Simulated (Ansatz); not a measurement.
## Ba in Ansatz: the effect of target pressure

Ba:

```
Ba
1.0
    -2.50650    2.50650    2.50650
     2.50650   -2.50650    2.50650
     2.50650    2.50650   -2.50650
Ba
1
Cartesian
  0.0000 0.0000 0.0000
```

Alike in all runs:

```yaml
Program: Ansatz 0.2.0
Task: relaxation of cell and atoms
Functional: r2SCAN
Potentials_or_basis: Ansatz PAW
Cutoff: "500 eV (not typed: the program's choice for these potentials)"
k_mesh: 8 × 8 × 8
Occupations: fermi-dirac, width 0.05 eV
Spin: no spin polarisation
```

Each run relaxes the cell or the atoms first.

Task: One run gave: relaxed volume 54.29 Å³/atom. Which target pressure did it use?
A. 30 GPa
B. 0 GPa
C. 2 GPa
D. 5 GPa
E. 10 GPa

Result: C.

| target pressure | relaxed volume (Å³/atom) |
| --- | --- |
| 0 GPa | 64.72 |
| 2 GPa | 54.29 |
| 5 GPa | 44.97 |
| 10 GPa | 36.43 |
| 20 GPa | 28.59 |
| 30 GPa | 24.24 |

Caveats: the plane-wave basis is chosen anew once the cell has moved, so the energies of steps on either side of that aren't comparable; the PAW data sets come from PBE, with cores solved anew for the run's functional, which leaves a small shift of forces and pressure; the volume moved by over 15 % at a fixed basis, so the end points are rough (some runs).
